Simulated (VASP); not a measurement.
Ag:

```
CELL_PARAMETERS angstrom
0.00000 2.04275 2.04275
2.04275 0.00000 2.04275
2.04275 2.04275 0.00000
ATOMIC_POSITIONS crystal
Ag 0.00000 0.00000 0.00000
```

| Item | Value |
| --- | --- |
| Program | VASP 6.6.1 |
| Task | relaxation of cell and atoms |
| Functional | RPBE |
| Dispersion | D3 |
| Potentials or basis | VASP PAW PBE potentials, release 64 (Ag) |
| Cutoff | 600 eV |
| k mesh | 11 × 11 × 11 |
| Occupations | fermi-dirac, width 0.05 eV |
| Spin | no spin polarisation |

At the start: pressure 4.4 GPa; volume 17.05 Å³/atom.

**Question.** Where does the relaxation end?

**Answer.** Over 3 steps the energy falls by 12.2 meV/atom and the volume is 18.00 Å³/atom (+5.6 %); space group Fm-3m (No. 225, to 0.05 Å).

The path:
```csv
step,energy change (eV),largest force (eV/Å),pressure (GPa),volume (Å³)
1,0.0000,0.0000,4.37,17.05
2,-0.0116,0.0000,-0.76,18.22
3,-0.0122,0.0000,-0.07,18.00
```

Final structure:
```xyz
1
Lattice="0.0000 2.0802 2.0802 2.0802 0.0000 2.0802 2.0802 2.0802 0.0000" Properties=species:S:1:pos:R:3 pbc="T T T"
Ag    0.0000    0.0000    0.0000
```

Caveat: the PAW data sets were made with another functional, which shifts forces and pressure a little; pairwise dispersion overbinds metals, which lowers pressure and volume.
